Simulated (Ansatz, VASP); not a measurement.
Given: the input of a run of Ansatz 0.2.0 on Pt.

Contents of input.yaml:

```yaml
crystal:
  lattice:
    - [0.0, 1.9609, 1.9609]
    - [1.9609, 0.0, 1.9609]
    - [1.9609, 1.9609, 0.0]
  atoms:
    - { symbol: Pt, position: [0.0, 0.0, 0.0] }
hamiltonian:
  xc: pbesol
  pseudopotentials: { kind: paw }
kpoints:
  mp_grid: { grid: [12, 12, 12] }
scf:
  occupations: { method: fermi_dirac, width: 0.05 }
output:
  forces: true
  stress: true
  eigenvalues: true
relax:
  f_tol: 0.01
  max_steps: 40
  cell: { stress_tol: 0.05 }
```

Potentials or basis: Ansatz PAW.

The run is started by

```sh
$ ansatz run input.yaml --threads 2 --pin off --max-ram 5632MiB --backend cpu --events-out ev --progress --plain --runs-dir out
```

Set up the same calculation for VASP 6.6.1. Potentials there: VASP PAW PBE potentials, release 64 (Pt).

As run (the cutoff follows the program's own potentials):

File INCAR:

```
SYSTEM = Pt
  PREC = Accurate
  ENCUT = 600
  EDIFF = 1E-6
  ISMEAR = -1
  SIGMA = 0.05
  LREAL = .False.
  LASPH = .True.
  NELM = 80
  ALGO = Normal
  ISIF = 3
  LWAVE = .False.
  LCHARG = .False.
  GGA = PS
  IBRION = 2
  NSW = 60
  EDIFFG = -0.01
```

The input KPOINTS:

```
Automatic mesh
0
Gamma
  12 12 12
  0 0 0
```

POSCAR

```
Pt
1.0
    0.0000000000      1.9609000000      1.9609000000
    1.9609000000      0.0000000000      1.9609000000
    1.9609000000      1.9609000000      0.0000000000
Pt
1
Direct
    0.0000000000      0.0000000000      0.0000000000
```

Potentials or basis: VASP PAW PBE potentials, release 64 (Pt).

The run is started by

```sh
$ cat potpaw_PBE.64/Pt/POTCAR > POTCAR
$ mpirun -np 1 vasp_std > vasp.out
```

Both were run:

|  | VASP | Ansatz | Ansatz less VASP |
| --- | --- | --- | --- |
| gap on the k mesh at the Fermi level, each at its own relaxed structure (eV) | none | none | - |
| relaxed volume (Å³/atom) | 15.03 | 15.05 | +0.017 |
| relaxed cell length with the largest relative difference (Å) | 2.770 | 2.771 | +0.0010 |

A gap of «none» marks a metal or a gap that the smearing closes. The two sets of potentials don't hold the same shells in valence.

Caveats: the PAW data sets were made with another functional, which shifts forces and pressure a little (VASP); the plane-wave basis is chosen anew once the cell has moved, so the energies of steps on either side of that aren't comparable (Ansatz); the PAW data sets come from PBE, with cores solved anew for the run's functional, which leaves a small shift of forces and pressure (Ansatz). The runs have no spin-orbit coupling, so splittings on Pt are missing.
